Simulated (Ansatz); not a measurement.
Program: Ansatz. Geometries: PBE0-D4/def2-TZVP. ΔE: electronic, gas phase. CBS: MP2 limit from def2 TZ/QZ plus the TZ coupled-cluster correction, frozen cores. DFT in def2-TZVPP. B3LYP here is the variant with VWN-RPA as its local correlation; programs differ in this. def2 core potentials past Kr. For In outer-core shells are correlated without core-valence functions, which leaves a few kJ/mol of doubt a bond. One conformer a species, not always the lowest.

Consider the formal exchange of groups at a B–O bond: `CCOB(Cl)Cl` + `C[CH2][InH][OH]` → `[OH][InH][B](Cl)Cl` + `CCOCC`.

`CCOB(Cl)Cl`:

```xyz
11

C     1.318   -0.071   -0.633
C     0.002    0.659   -0.530
O    -1.056   -0.250   -0.228
B    -1.468   -0.563    0.998
Cl   -0.772    0.148    2.456
Cl   -2.762   -1.732    1.168
H     2.105    0.626   -0.930
H     1.261   -0.866   -1.379
H     1.596   -0.510    0.327
H    -0.268    1.118   -1.482
H     0.044    1.441    0.233
```

`C[CH2][InH][OH]`:

Cartesian coordinates in Å:
```
C 0.459 -1.447 0.869
C -0.302 -0.159 0.585
In 0.238 0.865 -1.236
O -0.775 2.556 -1.580
H 0.318 -2.188 0.079
H 1.535 -1.274 0.955
H 0.132 -1.908 1.806
H -0.168 0.564 1.395
H -1.379 -0.345 0.524
H 1.359 0.573 -2.498
H -1.417 2.764 -0.899
```

`[OH][InH][B](Cl)Cl`:

Z-matrix (Å, degrees):
```
In
B 1 2.260
O 1 1.995 2 115.5
H 1 1.709 2 134.8 3 -179.9
Cl 2 1.747 1 121.1 3 91.1
Cl 2 1.746 1 121.1 3 -88.1
H 3 0.959 1 113.8 2 0.2
```

`CCOCC`:

```xyz
15

C    -1.141   -1.443    1.464
C    -0.445   -0.864    0.259
O     0.394    0.181    0.686
C     1.207    0.721   -0.327
C     0.458    1.599   -1.311
H    -1.740   -0.678    1.963
H    -1.802   -2.260    1.166
H    -0.413   -1.828    2.180
H    -1.187   -0.500   -0.466
H     0.154   -1.636   -0.250
H     1.968    1.310    0.190
H     1.726   -0.090   -0.861
H    -0.070    2.396   -0.784
H    -0.269    1.033   -1.897
H     1.161    2.057   -2.012
```

CCSD(T)/CBS gives +186.8 kJ/mol.

(1) Another level gave +195.4 kJ/mol. Which?
A. MP2/def2-TZVPP
B. B3LYP/def2-TZVPP
C. BHLYP-D4/def2-TZVPP
D. BLYP/def2-TZVPP

Largest T1 diagnostic among the species: 0.016.

Answers

(1) A. MP2/def2-TZVPP 195.4, BHLYP-D4 187.4, B3LYP 182.0, BLYP 177.6 kJ/mol.

From BLYP to BHLYP (50 % exact exchange), in def2-TZVPP and without D4, ΔE moves by +8.9 kJ/mol. Leaving LDA and LC-ωPBE aside and taking each functional with its dispersion term where it has one, the values, not all of them listed here, spread over 13.6 kJ/mol, from revPBE-D4 to BHLYP-D4. LDA lies +5.4 kJ/mol from PBE without D4.

CCSD(T)/CBS has its own doubt, a few kJ/mol and more with outer-core shells, so smaller differences from it don't rank the levels.
